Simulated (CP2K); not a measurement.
Runs of CP2K 2026.2 on CaO. It takes space group Fm-3m (No. 225, cubic). The conventional cell has a = 4.807 Å, b = 4.807 Å, c = 4.807 Å, α = 90.00°, β = 90.00°, γ = 90.00°. Ca (site symmetry m-3m) is surrounded by 6 O at 2.40 Å. Around O (site symmetry m-3m) lie 6 Ca at 2.40 Å. The cell is a database's computed one.

```csv
level,potentials or basis,smearing,EPS_DEFAULT,NGRIDS,points a segment of the path (NPOINTS),bands added on the path,CUTOFF of the grids,gap on the mesh (eV),pressure (GPa)
r2SCAN,"POTENTIAL_UZH Ca GTH-SCAN-q10, O GTH-SCAN-q6; TZVP-MOLOPT-SCAN-GTH basis",fermi-dirac 0.05 eV,1.0E-9,4,8,6,850 Ry,4.23,-0.1
PBEsol,"POTENTIAL_UZH Ca GTH-PBE-q10, O GTH-PBE-q6; TZVP-MOLOPT-PBE-GTH basis",fermi-dirac 0.1 eV,1.0E-9,4,8,6,600 Ry,3.70,(b)
LDA,"GTH_POTENTIALS Ca GTH-PADE-q10, O GTH-PADE-q6; TZVP-MOLOPT-PBE-GTH basis",fermi-dirac 0.05 eV,1.0E-10,5,8,2,600 Ry,3.59,(a)
TB-mBJ,"POTENTIAL_UZH Ca GTH-PBE-q10, O GTH-PBE-q6; TZVP-MOLOPT-PBE-GTH basis",fermi-dirac 0.0259 eV,1.0E-9,4,10,2,850 Ry,4.02,-
```

Alike in all rows: task band structure; no spin polarisation; cell as given; k mesh 10 × 10 × 10.

Task: Fill in the values left out.

Result: (a) -6.2; (b) -1.3.

Caveats: the basis of atomic orbitals isn't converged, which shifts pressures, moduli and gaps; the potentials were made for another functional, which shifts forces and pressure (some runs); this is a model potential without an energy functional, so only levels have meaning (some runs).

